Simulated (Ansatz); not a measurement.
# Sb: band structure with LDA

Crystal: Sb.

```
Sb
1.0
     4.52770    0.00000    0.00000
     0.00000    4.42110    0.00000
    -1.32052    0.00000    6.36435
Sb
4
Cartesian
  0.6363 1.1053 4.3511
  3.2336 3.3158 4.8545
  -0.0264 1.1053 1.5099
  2.5709 3.3158 2.0132
```

This isn't the form of Sb at room conditions, which is rhombohedral.

```
Program                             : Ansatz 0.2.0
Task                                : band structure
Functional                          : LDA
Potentials or basis                 : Ansatz PAW
Cutoff                              : 420 eV (not typed: the program's choice for these potentials)
k mesh                              : 6 × 6 × 4
Occupations                         : fermi-dirac, width 0.05 eV
Spin                                : no spin polarisation
Path                                : [["G", "Y", "H", "C", "E", "M1", "A", "X", "H1"], ["M", "D", "Z"], ["Y", "D"]]
Points for each segment of the path : 14
```

* Pressure: -3.4 GPa
* Largest force: 0.237 eV/Å
* Band gap on the k mesh: none (metal or under the smearing width)

Forces in eV/Å, atoms in the order of the input:
```
Sb  -0.177  0.000  0.019
Sb   0.175  0.000 -0.160
Sb  -0.175  0.000  0.160
Sb   0.177  0.000 -0.019
```

Stress tensor (GPa, compression positive):
```
-3.39  0.00  0.36
 0.00 -3.99  0.00
 0.36  0.00 -2.88
```

Levels at the corners of the path, in eV from the Fermi level:
```csv
point,band 28,band 29,band 30,band 31,band 32,band 33
Γ,-2.11,-1.34,-0.13,2.09,2.73,2.93
Y,-2.08,-1.71,-1.54,0.65,1.89,2.22
H,-1.05,-1.00,-0.64,-0.23,0.24,0.65
C,-0.99,-0.86,-0.71,-0.31,0.76,1.05
E,-3.79,-1.24,-1.24,1.95,1.95,3.59
M1,-3.54,-1.47,-1.47,1.88,1.88,3.22
A,-3.46,-2.25,-2.25,0.85,0.85,4.95
X,-1.07,-0.86,-0.68,0.30,1.08,1.25
H1,-1.05,-1.00,-0.64,-0.23,0.24,0.65
M,-3.54,-1.47,-1.47,1.88,1.88,3.22
D,-1.60,-0.82,-0.82,0.11,0.11,0.96
Z,-1.38,-1.07,-1.07,0.41,0.41,1.32
Y,-2.08,-1.71,-1.54,0.65,1.89,2.22
D,-1.60,-0.82,-0.82,0.11,0.11,0.96
```

It took 33 s on 2 threads of Arm Neoverse V1 (shared host), peak memory 0.66 GiB.

Caveat: spin-orbit coupling is left out, which moves the levels of the heavy elements; the PAW data sets come from PBE, with cores solved anew for the run's functional, which leaves a small shift of forces and pressure.
